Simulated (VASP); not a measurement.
The system is C.

```xyz
1
Lattice="4.2552 0.0000 0.0000 0.0000 4.2552 0.0000 0.0000 0.0000 1.2823" Properties=species:S:1:pos:R:3 pbc="T T T"
C     2.1276    2.1276    0.6411
```

The cell was built by a generator and needn't be a form met in nature.

| Quantity | Value |
| --- | --- |
| Program | VASP 6.6.1 |
| Task | relaxation of cell and atoms |
| Functional | RPBE |
| Potentials or basis | VASP PAW PBE potentials, release 64 (C) |
| Cutoff | 600 eV |
| k mesh | 6 × 6 × 20 |
| Occupations | gaussian, width 0.05 eV |
| Spin | no spin polarisation |

At the start: pressure 1.0 GPa; volume 23.22 Å³/atom.

Question: Where does the relaxation end?

Answer: Over 19 steps the energy falls by 11.4 meV/atom and the volume is 17.83 Å³/atom (-23.2 %); space group P4/mmm (No. 123, to 0.05 Å).

Step by step:
```tsv
step	energy change (eV)	largest force (eV/Å)	pressure (GPa)	volume (Å³)
1	0.0000	0.0000	0.96	23.22
2	0.0256	0.0000	-5.90	23.68
3	-0.0012	0.0000	-0.34	23.30
4	-0.0012	0.0000	-0.29	23.30
5	-0.0012	0.0000	-0.27	23.30
6	-0.0015	0.0000	-0.26	23.19
7	-0.0023	0.0000	-0.26	22.86
8	-0.0040	0.0000	-0.22	22.22
9	-0.0072	0.0000	-0.11	20.95
10	-0.0112	0.0000	0.28	18.54
11	-0.0113	0.0000	0.42	17.81
12	-0.0099	0.0000	-1.56	17.66
13	-0.0114	0.0000	0.12	17.78
14	-0.0114	0.0000	0.15	17.78
15	-0.0113	0.0000	0.29	17.80
16	-0.0114	0.0000	0.16	17.79
17	-0.0114	0.0000	0.14	17.78
18	-0.0114	0.0000	0.13	17.78
19	-0.0114	0.0000	0.04	17.83
```

Final structure:
```yaml
crystal:
  lattice:
    - [3.72189, 0.00000, 0.00000]
    - [0.00000, 3.72189, 0.00000]
    - [0.00000, 0.00000, 1.28720]
  atoms:
    - { symbol: C, position: [0.50000, 0.50000, 0.50000] }
```

Caveat: the volume moved by over 15 % at a fixed basis, so the end points are rough; the PAW data sets were made with another functional, which shifts forces and pressure a little.
